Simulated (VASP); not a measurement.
# Si16N (a cell with a defect) in VASP: notebook, part 2 of 2

VASP 6.6.1.

**4. Single point, PBE, collinear spin, zero start**

INCAR reads:

```
  PREC = Accurate
  ENCUT = 520
  EDIFF = 1E-6
  ISMEAR = -1
  SIGMA = 0.02
  LREAL = Auto
  LASPH = T
  NELM = 150
  ALGO = Fast
  ISIF = 2
  LWAVE = F
  LCHARG = F
  ISPIN = 2
  MAGMOM = 0 0 0 0 0 0 0 0 0 0 0 0 0 0 0 0 0
  LORBIT = 11
  GGA = PE
  NBANDS = 52
```

KPOINTS reads:

```
Automatic mesh
0
Gamma
  2 2 2
```

POSCAR reads:

```
Si16N
1.0
    0.0000000000      5.4300000000      5.4300000000
    5.4300000000      0.0000000000      5.4300000000
    5.4300000000      5.4300000000      0.0000000000
Si N
16 1
Direct
   -0.0109668508      0.0456813996     -0.0183701657
    0.0978453039      0.1343646409      0.1633885820
   -0.0190147330     -0.0457182320      0.5427348066
    0.1082228361      0.1310405157      0.6192173112
   -0.0228545120      0.5036464088      0.0063904236
    0.1153959484      0.6566482505      0.0913996317
    0.0071454880      0.5051933702      0.4706998158
    0.1197974217      0.6065561694      0.6279742173
    0.4867771639      0.0382872928      0.0010865562
    0.6116942910      0.1554511971      0.1343093923
    0.5982320442     -0.0702209945      0.4786372007
    0.5523204420      0.1621915285      0.6236648250
    0.4754235727      0.5276887661      0.0714640884
    0.6156077348      0.6774861878      0.1421086556
    0.4940976059      0.5310589319      0.5062523020
    0.6407458564      0.5862707182      0.6766758748
    0.3671270718      0.1011602210      0.6147513812
```

Potentials or basis: VASP PAW PBE potentials, release 64 (Si, N).

Started as:

```console
> cat potpaw_PBE.64/Si/POTCAR potpaw_PBE.64/N/POTCAR > POTCAR
> mpirun -np 1 vasp_std > vasp.out
```

OUTCAR:

```text
PREC = Accurate
   ENCUT = 520
   EDIFF = 1E-6
   ISMEAR = -1
   LREAL = Auto
   LASPH = T
   NELM = 150
   ISIF = 2
   ISPIN = 2
   LORBIT = 11
   GGA = PE

 ion  position               nearest neighbor table
   1  0.989  0.046  0.982-   4 2.29  10 2.37   2 2.41   6 2.44
   2  0.098  0.134  0.163-   5 2.33   1 2.41   3 2.41   9 2.45
   3  0.981  0.954  0.543-   8 2.19   2 2.41   4 2.42  12 2.73
   4  0.108  0.131  0.619-  17 1.87   1 2.29   7 2.35   3 2.42  11 3.08
   5  0.977  0.504  0.006-  14 2.32   2 2.33   6 2.38   8 2.38
   6  0.115  0.657  0.091-  13 2.37   5 2.38   7 2.38   1 2.44
   7  0.007  0.505  0.471-   8 2.34   4 2.35  16 2.36   6 2.38
   8  0.120  0.607  0.628-   3 2.19   7 2.34   5 2.38  15 2.38
   9  0.487  0.038  0.001-  14 2.27  10 2.35  12 2.41   2 2.45
[... 1045 lines left out ...]
      2.76950      5.34060      8.04070        -0.104047      0.500857      0.691151
      4.06190      1.12290      4.19220         0.851076      0.129528      0.187981
[... 9 lines left out ...]
      6.85780      7.15360      6.66270        -0.258677      0.277336     -0.891652
      3.88740      5.33160      2.54280        -0.763057     -0.376466     -0.689499
 -----------------------------------------------------------------------------------
    total drift:                                0.002406     -0.003398     -0.002638

  FREE ENERGIE OF THE ION-ELECTRON SYSTEM (eV)
  ---------------------------------------------------
  free  energy   TOTEN  =       -90.6695376969 eV

  energy  without entropy=      -90.6587362708  energy(sigma->0) =      -90.66413698

 total charge

# of ion       s       p       d       tot
------------------------------------------
    1        0.757   0.917   0.000   1.674
    2        0.747   0.910   0.000   1.657
    3        0.778   0.876   0.000   1.654
    4        0.760   0.874   0.000   1.634
    5        0.744   0.940   0.000   1.685
    6        0.748   0.909   0.000   1.657
[... 9 lines left out ...]
   16        0.761   0.924   0.000   1.685
   17        1.260   2.547   0.000   3.807
--------------------------------------------------
tot         13.335  17.287   0.000  30.622

 magnetization (x)

# of ion       s       p       d       tot
------------------------------------------
    1       -0.000  -0.000   0.000  -0.000
    2        0.000  -0.000   0.000  -0.000
    3       -0.000  -0.000   0.000  -0.000
    4       -0.000  -0.000   0.000  -0.000
    5       -0.000  -0.000   0.000  -0.000
    6       -0.000   0.000   0.000  -0.000
[... 9 lines left out ...]
   16       -0.000  -0.000   0.000  -0.000
   17       -0.000  -0.000   0.000  -0.000
--------------------------------------------------
tot         -0.000  -0.001   0.000  -0.001
```

OSZICAR:

```text
N       E                     dE             d eps       ncg     rms          rms(c)
DAV:   1     0.181234131991E+03    0.18123E+03   -0.26523E+04  1664   0.109E+03
DAV:   2    -0.746599472205E+02   -0.25589E+03   -0.24047E+03  2032   0.171E+02
DAV:   3    -0.941952640592E+02   -0.19535E+02   -0.19186E+02  2100   0.440E+01
DAV:   4    -0.946571272704E+02   -0.46186E+00   -0.46013E+00  2104   0.812E+00
DAV:   5    -0.946672254301E+02   -0.10098E-01   -0.10092E-01  2084   0.116E+00    0.168E+01
RMM:   6    -0.911972284012E+02    0.34700E+01   -0.11748E+01  1931   0.864E+00    0.933E+00
RMM:   7    -0.907823324511E+02    0.41490E+00   -0.11343E+00  1846   0.455E+00    0.537E+00
RMM:   8    -0.906606826101E+02    0.12165E+00   -0.69983E-01  1945   0.242E+00    0.568E-01
RMM:   9    -0.906664285954E+02   -0.57460E-02   -0.10011E-01  2081   0.111E+00    0.367E-01
RMM:  10    -0.906686838448E+02   -0.22552E-02   -0.21729E-02  2031   0.542E-01    0.222E-01
RMM:  11    -0.906694125758E+02   -0.72873E-03   -0.52958E-03  2140   0.247E-01    0.132E-01
RMM:  12    -0.906695061619E+02   -0.93586E-04   -0.91157E-04  2037   0.123E-01    0.418E-02
RMM:  13    -0.906695292774E+02   -0.23115E-04   -0.28315E-04  2111   0.627E-02    0.306E-02
RMM:  14    -0.906695377172E+02   -0.84398E-05   -0.63752E-05  2260   0.280E-02    0.156E-02
RMM:  15    -0.906695381795E+02   -0.46235E-06   -0.10145E-05  1904   0.112E-02    0.477E-03
RMM:  16    -0.906695376969E+02    0.48261E-06   -0.25935E-06  1572   0.559E-03
   1 F= -.90669538E+02 E0= -.90664137E+02  d E =-.108014E-01  mag=    -0.0033
```

It took 6 min on 1 thread of AMD EPYC 9R45 (Zen 5), shared host; peak memory 0.66 GiB.

What came out:

```yaml
Free_energy: -90.6695 eV
Pressure: 2.5 GPa
Largest_force: 2.892 eV/Å
Band_gap_on_the_k_mesh: none (metal or under the smearing width)
Net_moment: 0.00 μB per cell
Valence_electrons_inside_the_program's_atomic_spheres: Si 1.67, 1.66, 1.65, 1.63, 1.69, 1.68, 1.72, 1.70, 1.74; N 3.81
```

Forces on the atoms (eV/Å):
```
Si   0.422  0.484 -0.946
Si  -0.951  0.193 -0.223
Si   1.414 -1.945  1.606
Si   0.416  0.650  1.033
Si  -0.104  0.501  0.691
Si   0.851  0.130  0.188
Si  -0.031 -0.222 -0.512
Si  -0.831  0.931 -0.719
Si   0.991 -0.952  0.228
Si  -0.763  0.110  0.357
Si   0.318 -0.591  0.391
Si   0.700  1.309  0.419
Si  -1.642 -1.301 -0.384
Si  -0.331  0.200 -0.044
Si   0.564  0.601 -0.503
Si  -0.259  0.277 -0.892
N   -0.763 -0.376 -0.689
```

Stress tensor (GPa, compression positive):
```
 4.18 -1.49  1.04
-1.49  1.56 -1.71
 1.04 -1.71  1.84
```

Levels at points of the mesh, in eV from the Fermi level:
Spin up:
| k point | band 32 | band 33 | band 34 | band 35 | band 36 | band 37 |
| --- | --- | --- | --- | --- | --- | --- |
| (0.00, 0.00, 0.00) | -0.84 | -0.70 | -0.45 | -0.18 | -0.01 | 0.40 |
| (0.50, 0.00, 0.00) | -1.20 | -0.93 | -0.49 | -0.27 | 0.66 | 0.92 |
| (0.00, 0.50, 0.00) | -1.26 | -0.99 | -0.76 | 0.00 | 0.50 | 0.79 |
| (0.00, 0.00, 0.50) | -1.06 | -1.03 | -0.76 | -0.03 | 0.58 | 0.63 |
| (0.50, 0.50, 0.50) | -1.21 | -1.03 | -0.89 | 0.30 | 0.70 | 0.87 |
| (0.50, 0.50, 0.00) | -1.54 | -1.37 | -1.10 | 0.26 | 0.93 | 1.17 |
| (0.00, 0.50, 0.50) | -1.67 | -1.43 | -0.40 | 0.04 | 0.58 | 0.86 |
| (0.50, 0.00, 0.50) | -1.63 | -1.39 | -1.06 | 0.37 | 0.85 | 1.10 |
Spin down:
```tsv
k point	band 32	band 33	band 34	band 35	band 36	band 37
(0.00, 0.00, 0.00)	-0.84	-0.70	-0.45	-0.18	-0.01	0.40
(0.50, 0.00, 0.00)	-1.20	-0.93	-0.49	-0.27	0.66	0.92
(0.00, 0.50, 0.00)	-1.26	-0.99	-0.76	0.00	0.50	0.79
(0.00, 0.00, 0.50)	-1.06	-1.03	-0.76	-0.03	0.58	0.63
(0.50, 0.50, 0.50)	-1.21	-1.03	-0.89	0.30	0.70	0.87
(0.50, 0.50, 0.00)	-1.54	-1.37	-1.10	0.26	0.93	1.17
(0.00, 0.50, 0.50)	-1.67	-1.43	-0.40	0.04	0.58	0.86
(0.50, 0.00, 0.50)	-1.63	-1.39	-1.06	0.37	0.85	1.10
```

Caveat: the k mesh is coarse (spacing up to 0.50 Å⁻¹), so the values aren't converged.

**5. Single point, PBE, collinear spin, typed start**

INCAR reads:

```
ALGO = Normal
EDIFF = 1E-6
ENCUT = 520
GGA = PE
ISIF = 2
ISMEAR = -1
ISPIN = 2
LASPH = T
LCHARG = F
LORBIT = 11
LREAL = Auto
LWAVE = F
MAGMOM = 0 0 0 0 0 0 0 0 0 0 0 0 0 0 0 0 1
NBANDS = 52
NELM = 150
PREC = Accurate
SIGMA = 0.02
```

KPOINTS reads:

```
k-points
0
Gamma
  2 2 2
```

POSCAR reads:

```
Si16N
1.0
    0.0000000000      5.4300000000      5.4300000000
    5.4300000000      0.0000000000      5.4300000000
    5.4300000000      5.4300000000      0.0000000000
Si N
16 1
Direct
   -0.0089527091      0.0124709725      0.0116434175
    0.0964327825      0.1385250804      0.1533647331
   -0.0303482780      0.0260983450      0.5274447247
    0.1291125213      0.1449238259      0.6460608610
   -0.0152468834      0.5128972854      0.0129971585
    0.1108229102      0.6374489447      0.1359147197
   -0.0060107173      0.5100960743      0.5107814759
    0.0975691296      0.6520326322      0.6384192443
    0.4715586033      0.0095109998      0.0195426592
    0.6243905219      0.1407562014      0.0999547901
    0.6171568862     -0.0506040169      0.4478636772
    0.5740226621      0.1463293102      0.6481641548
    0.4854186315      0.5137516916      0.0096369303
    0.6104857008      0.6360937208      0.1359522001
    0.4724570943      0.5177740746      0.5092415251
    0.6274267589      0.6001453984      0.6370045242
    0.3955970851      0.0958419599      0.6019954044
```

Potentials or basis: VASP PAW PBE potentials, release 64 (Si, N).

Started as:

```console
> cat potpaw_PBE.64/Si/POTCAR potpaw_PBE.64/N/POTCAR > POTCAR
> mpirun -np 1 vasp_std > vasp.out
```

OUTCAR:

```text
EDIFF = 1E-6
   ENCUT = 520
   GGA = PE
   ISIF = 2
   ISMEAR = -1
   ISPIN = 2
   LASPH = T
   LORBIT = 11
   LREAL = Auto
   NELM = 150
   PREC = Accurate

 ion  position               nearest neighbor table
   1  0.991  0.012  0.012-   4 2.30  10 2.31   2 2.34   6 2.35  11 3.14
   2  0.096  0.139  0.153-   1 2.34   3 2.35   5 2.35   9 2.35
   3  0.970  0.026  0.527-   2 2.35   8 2.35  12 2.49   4 2.50
   4  0.129  0.145  0.646-  17 1.76   7 2.30   1 2.30   3 2.50  11 3.09
   5  0.985  0.513  0.013-   6 2.34  14 2.35   2 2.35   8 2.35
   6  0.111  0.637  0.136-   5 2.34  13 2.35   7 2.35   1 2.35
   7  0.994  0.510  0.511-   4 2.30  16 2.31   8 2.34   6 2.35
   8  0.098  0.652  0.638-   7 2.34   3 2.35   5 2.35  15 2.35
   9  0.472  0.010  0.020-  10 2.30  12 2.33  14 2.34   2 2.35
  10  0.624  0.141  0.100-   9 2.30  11 2.30   1 2.31  13 2.35
  11  0.617  0.949  0.448-  17 1.72  10 2.30  16 2.31  12 2.47   4 3.09   1 3.14
  12  0.574  0.146  0.648-  17 1.82   9 2.33  15 2.33  11 2.47   3 2.49
  13  0.485  0.514  0.010-  14 2.34   6 2.35  10 2.35  16 2.35
  14  0.610  0.636  0.136-  15 2.34  13 2.34   9 2.34   5 2.35
  15  0.472  0.518  0.509-  16 2.31  12 2.33  14 2.34   8 2.35
  16  0.627  0.600  0.637-  11 2.31  15 2.31   7 2.31  13 2.35
  17  0.396  0.096  0.602-  11 1.72   4 1.76  12 1.82

  LATTYP: Found a face centered cubic cell.
 ALAT       =    10.8600000000

  Lattice vectors:

 A1 = (   0.0000000000,   5.4300000000,   5.4300000000)
 A2 = (   5.4300000000,   0.0000000000,   5.4300000000)
 A3 = (   5.4300000000,   5.4300000000,   0.0000000000)

Analysis of symmetry for initial positions (statically):
=====================================================================
 Subroutine PRICEL returns:
 Original cell was already a primitive cell.

 Routine SETGRP: Setting up the symmetry group for a
 face centered cubic supercell.

[... 211 lines left out ...]
      5      -3.7396      1.00000
      6      -3.1485      1.00000
[... 381 lines left out ...]
     45      10.0473      0.00000
     46      10.2200      0.00000
 Fermi energy:         6.1395801058

 spin component 2

 k-point     1 :       0.0000    0.0000    0.0000
  band No.  band energies     occupation
      1     -10.4537      1.00000
      2      -5.7273      1.00000
      3      -4.1208      1.00000
      4      -3.7537      1.00000
      5      -3.7396      1.00000
      6      -3.1485      1.00000
[... 381 lines left out ...]
     45      10.0472      0.00000
     46      10.2200      0.00000
 [bands above 46 left out]

------------------------ aborting loop because EDIFF is reached ----------------------------------------

  FORCE on cell =-STRESS in cart. coord.  units (eV):
  Direction    XX          YY          ZZ          XY          YZ          ZX
  --------------------------------------------------------------------------------------
  -------------------------------------------------------------------------------------
  Total       12.9463658      5.9695340      5.8565787     -0.3822375     -1.6915258     -0.3275417
  in kB       64.7782141     29.8690580     29.3038768     -1.9125568     -8.4636896     -1.6388823
  external PRESSURE =      41.3170496 kB  Pullay stress =       0.0000000 kB

 VOLUME and BASIS-vectors are now :
 -----------------------------------------------------------------------------
  energy-cutoff  :      520.00
  volume of cell :      320.21
      direct lattice vectors                 reciprocal lattice vectors
     0.000000000  5.430000000  5.430000000    -0.092081031  0.092081031  0.092081031
     5.430000000  0.000000000  5.430000000     0.092081031 -0.092081031  0.092081031
     5.430000000  5.430000000  0.000000000     0.092081031  0.092081031 -0.092081031

 POSITION                                       TOTAL-FORCE (eV/Angst)
 -----------------------------------------------------------------------------------
      0.13094      5.44461      5.44910         0.024821      0.027164     -0.014653
      1.58496      1.35640      1.27582        -0.014822      0.001176      0.006730
      3.00574      8.12923      5.40692        -0.031244      0.043246      0.036457
      4.29505      4.20919      1.48802        -0.053258     -0.021147     -0.061137
      2.85561      5.41778      8.13224        -0.000423     -0.014044     -0.008953
      4.19936      1.33979      4.06312        -0.017495      0.011725      0.018104
[... 9 lines left out ...]
      6.71772      6.86586      6.66572         0.007439     -0.013349     -0.005578
      3.78926      5.41693      2.66851        -0.020067     -0.021791     -0.001246
 -----------------------------------------------------------------------------------
    total drift:                                0.005482     -0.002317     -0.006827

  FREE ENERGIE OF THE ION-ELECTRON SYSTEM (eV)
  ---------------------------------------------------
  free  energy   TOTEN  =       -92.3639829635 eV

  energy  without entropy=      -92.3617796264  energy(sigma->0) =      -92.36288129

 total charge

# of ion       s       p       d       tot
------------------------------------------
    1        0.747   0.968   0.000   1.714
    2        0.741   0.955   0.000   1.696
    3        0.765   0.876   0.000   1.642
    4        0.752   0.920   0.000   1.672
    5        0.738   0.961   0.000   1.699
    6        0.739   0.955   0.000   1.694
[... 9 lines left out ...]
   16        0.753   0.974   0.000   1.727
   17        1.253   2.596   0.000   3.849
--------------------------------------------------
tot         13.202  17.773   0.000  30.975

 magnetization (x)

# of ion       s       p       d       tot
------------------------------------------
    1        0.000   0.000   0.000   0.000
    2       -0.000  -0.000   0.000  -0.000
    3       -0.000   0.000   0.000   0.000
    4       -0.000  -0.000   0.000  -0.000
    5        0.000   0.000   0.000   0.000
    6        0.000   0.000   0.000   0.000
[... 9 lines left out ...]
   16        0.000   0.000   0.000   0.000
   17       -0.000   0.000   0.000   0.000
--------------------------------------------------
tot         -0.000   0.000   0.000  -0.000
```

stdout:

```text
POSCAR found type information on POSCAR SiN
 POSCAR found :  2 types and      17 ions
 scaLAPACK will be used
 LDA part: xc-table for (Slater+PW92), standard interpolation
 POSCAR, INCAR and KPOINTS ok, starting setup
 FFT: planning ... GRIDC
 FFT: planning ... GRID_SOFT
 FFT: planning ... GRID
 WAVECAR not read
 entering main loop
```

Wall time 10 min (1 thread of Intel Xeon Platinum 8488C (Sapphire Rapids), shared host); peak memory 0.71 GiB.

What came out:

| Item | Value |
| --- | --- |
| Free energy | -92.3640 eV |
| Pressure | 4.1 GPa |
| Largest force | 0.084 eV/Å |
| Band gap on the k mesh | none (metal or under the smearing width) |
| Net moment | 0.00 μB per cell |
| Valence electrons inside the program's atomic spheres | Si 1.71, 1.70, 1.64, 1.67, 1.69, 1.72, 1.73, 1.63; N 3.85 |

Forces in eV/Å, atoms in the order of the input:
```
Si   0.025  0.027 -0.015
Si  -0.015  0.001  0.007
Si  -0.031  0.043  0.036
Si  -0.053 -0.021 -0.061
Si   0.000 -0.014 -0.009
Si  -0.017  0.012  0.018
Si   0.043 -0.014  0.046
Si  -0.003 -0.004 -0.004
Si  -0.002 -0.004 -0.027
Si   0.017  0.007  0.009
Si  -0.026  0.043  0.036
Si   0.064 -0.034 -0.026
Si   0.009 -0.003 -0.018
Si  -0.002 -0.004  0.015
Si   0.007  0.000  0.000
Si   0.007 -0.013 -0.006
N   -0.020 -0.022 -0.001
```

Caveat: the k mesh is coarse (spacing up to 0.50 Å⁻¹), so the values aren't converged.
